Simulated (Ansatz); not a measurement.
A structure relaxed at PBE0-D4/def2-TZVP, charge 0, multiplicity 1:

Cartesian coordinates in Å:
```
Cl -0.025 -0.624 -1.958
C 0.389 -0.462 -0.312
C -0.201 0.363 0.539
Cl -1.483 1.416 0.145
H 1.199 -1.101 0.016
H 0.121 0.408 1.571
```

(1) Give its formula and SMILES.

(2) Point group (tolerance 0.08 Å, 0.16 Å for H)?

(3) Summarise the bond lengths by kind.

Answers

(1) C2H2Cl2, `Cl/C=C\Cl`.

(2) C2v.

(3) 2 × C–Cl 1.705 Å; 1 × C–C 1.324 Å; 2 × C–H 1.082 Å.

Computed with Ansatz.
